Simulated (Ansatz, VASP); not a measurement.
# Two plane-wave programs on Sb

INCAR

```
  ALGO = Normal
  EDIFF = 1E-7
  ENCUT = 520
  GGA = PE
  ISIF = 2
  ISMEAR = 0
  LASPH = T
  LCHARG = T
  LELF = T
  LREAL = F
  LVHAR = T
  LWAVE = F
  NBANDS = 8
  NELM = 100
  PREC = Accurate
  SIGMA = 0.022
```

The input KPOINTS:

```
k-points
0
Gamma
  10 10 10
```

The input POSCAR:

```
Sb
1.0
    0.0000000000      2.3712425216      2.3712425216
    2.3712425216      0.0000000000      2.3712425216
    2.3712425216      2.3712425216      0.0000000000
Sb
1
Direct
    0.0000000000      0.0000000000      0.0000000000
```

Contents of input.yaml:

```yaml
crystal:
  lattice:
    - [0.0, 2.3712425216, 2.3712425216]
    - [2.3712425216, 0.0, 2.3712425216]
    - [2.3712425216, 2.3712425216, 0.0]
  atoms:
    - { symbol: Sb, position: [0.0, 0.0, 0.0] }
hamiltonian:
  xc: pbe
  pseudopotentials: { kind: paw }
kpoints:
  mp_grid: { grid: [10, 10, 10] }
scf:
  occupations: { method: gaussian, width: 0.022 }
output:
  forces: true
  stress: true
  eigenvalues: true
  write_density: true
  write_potential: true
  elf: true
  volumetric_format: npy
```

This isn't the form of Sb at room conditions, which is rhombohedral.

Alike in both runs: task single point; functional PBE; k mesh 10 × 10 × 10; occupations gaussian, width 0.022 eV; no spin polarisation.

```csv
,VASP,Ansatz
version,VASP 6.6.1,Ansatz 0.2.0
potentials or method,"VASP PAW PBE potentials, release 64 (Sb)",Ansatz PAW
plane-wave cutoff (eV),520,420
valence electrons in the cell,5,15
```

Ansatz gave:

- gap on the k mesh at the Fermi level (eV): none
- pressure (GPa): 2.0

Task: Which values does VASP return?

Result: gap on the k mesh at the Fermi level (eV): none; pressure (GPa): 1.8.

A gap of «none» marks a metal or a gap that the smearing closes. The two sets of potentials don't hold the same shells in valence.

The runs have no spin-orbit coupling, so splittings on Sb are missing.
